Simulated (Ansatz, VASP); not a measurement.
## BaS: VASP beside Ansatz

Contents of INCAR:

```
PREC = Accurate
ENCUT = 520
EDIFF = 1E-6
ISMEAR = 0
SIGMA = 0.01
LREAL = False
LASPH = True
NELM = 60
ALGO = Normal
ISIF = 2
LWAVE = False
LCHARG = False
GGA = PS
NBANDS = 15
```

Contents of KPOINTS:

```
Automatic mesh
0
Gamma
  6 6 6
```

POSCAR

```
BaS
1.0
    0.0000000000      3.3167056076      3.3167056076
    3.3167056076      0.0000000000      3.3167056076
    3.3167056076      3.3167056076      0.0000000000
Ba S
1 1
Direct
    0.0000000000      0.0000000000      0.0000000000
    0.5000000000      0.5000000000      0.5000000000
```

Input for Ansatz:

```yaml
crystal:
  lattice:
    - [0.0, 3.3167056075573926, 3.3167056075573926]
    - [3.3167056075573926, 0.0, 3.3167056075573926]
    - [3.3167056075573926, 3.3167056075573926, 0.0]
  atoms:
    - { symbol: Ba, position: [0.0, 0.0, 0.0] }
    - { symbol: S, position: [0.5, 0.5, 0.5] }
basis:
  ecutwfc: 500.0
kpoints:
  mp_grid:
    grid: [6, 6, 6]
hamiltonian:
  xc: pbesol
scf:
  occupations:
    method: fixed
output:
  stress: true
```

Alike in both runs: task single point; functional PBEsol; k mesh 6 × 6 × 6; no spin polarisation.

|  | VASP | Ansatz |
| --- | --- | --- |
| version | VASP 6.6.1 | Ansatz 0.2.0 |
| potentials or method | VASP PAW PBE potentials, release 64 (Ba_sv, S) | plane waves, PAW |
| plane-wave cutoff (eV) | 520 | 500 |
| occupations | gaussian, width 0.01 eV | fixed |
| valence electrons in the cell | 16 | 16 |

```csv
,VASP,Ansatz,Ansatz less VASP
pressure (GPa),-4.3,-4.7,-0.41
```

Caveats: the PAW data sets were made with another functional, which shifts forces and pressure a little (VASP); spin-orbit coupling is left out, which moves the levels of the heavy elements. PBEsol gaps usually lie below the measured ones, often by a third to a half. A k mesh can miss the band edges.
